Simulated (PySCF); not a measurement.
## Isomers of C3H4N2: computed energies against enthalpies of formation

**Experimental background.**

CRC Handbook of Chemistry and Physics lists, for the gas at 298.15 K: enthalpy of formation of `c1c[nH]cn1` 132.9 kJ/mol; enthalpy of formation of `c1cn[nH]c1` 179.4 kJ/mol.

How close the calculation comes is told at the end.

Differences of these values give the isomerisation enthalpies. Geometries: PBE0-D3(BJ)/def2-TZVP; runs in PySCF, gas phase, with a dispersion term only where the level names one. Total electronic energies (Eh):

```
    SMILES  PBE0-D3(BJ)/def2-TZVP  B97-2/pcSseg-2  KT3/pcSseg-2  PBE0/pcSseg-2  CAM-B3LYP/aug-cc-pVTZ  PBE0/aug-cc-pVTZ
c1c[nH]cn1             -226.04872      -226.22315    -229.84230     -226.04404             -226.19107        -226.04040
c1cn[nH]c1             -226.03262      -226.20696    -229.82755     -226.02774             -226.17372        -226.02413
```

Zero-point and thermal terms are left out, so the computed numbers are electronic energies.

**Comparison with experiment**

Relative to `c1c[nH]cn1`, the lowest by measurement, in kJ/mol (measured: enthalpies at 298.15 K; computed: electronic energies):

| SMILES | measured | PBE0-D3(BJ)/def2-TZVP | B97-2/pcSseg-2 | KT3/pcSseg-2 | PBE0/pcSseg-2 | CAM-B3LYP/aug-cc-pVTZ | PBE0/aug-cc-pVTZ |
| --- | --- | --- | --- | --- | --- | --- | --- |
| c1c[nH]cn1 | 0.0 | 0.0 | 0.0 | 0.0 | 0.0 | 0.0 | 0.0 |
| c1cn[nH]c1 | 46.5 | 42.3 | 42.5 | 38.7 | 42.8 | 45.5 | 42.7 |

Measured values: 132.9 kJ/mol (298.15 K; CRC Handbook of Chemistry and Physics) for the first row; the others come from the same table. Unsigned miss: CAM-B3LYP/aug-cc-pVTZ 1.0, PBE0/pcSseg-2 3.7, PBE0/aug-cc-pVTZ 3.8, B97-2/pcSseg-2 4.0, PBE0-D3(BJ)/def2-TZVP 4.2, KT3/pcSseg-2 7.8 kJ/mol. Where a level misses, the cause wasn't examined.
